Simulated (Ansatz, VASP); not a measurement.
TiAl in VASP and in Ansatz

```
CELL_PARAMETERS angstrom
3.15773 0.00000 0.00000
0.00000 3.15773 0.00000
0.00000 0.00000 3.15773
ATOMIC_POSITIONS crystal
Ti 0.00000 0.00000 0.00000
Al 0.50000 0.50000 0.50000
```

Change from the starting cell: volume scaled by 0.98.

Alike in both runs: task single point; functional PBEsol; k mesh 8 × 8 × 8; occupations fermi-dirac, width 0.05 eV; no spin polarisation.

```csv
,VASP,Ansatz
version,VASP 6.6.1,Ansatz 0.2.0
potentials or method,"VASP PAW PBE potentials, release 64 (Ti_sv, Al), cutoff 520 eV","all-electron LAPW, scalar-relativistic"
```

|  | VASP | Ansatz | Ansatz less VASP |
| --- | --- | --- | --- |
| gap on the k mesh at the Fermi level (eV) | none | none | - |
| pressure (GPa) | -0.1 | -0.1 | -0.06 |

A gap of «none» marks a metal or a gap that the smearing closes. Ansatz ran all-electron here, so the differences hold the error of VASP's frozen core and of both bases.

Caveats: the PAW data sets were made with another functional, which shifts forces and pressure a little (VASP).
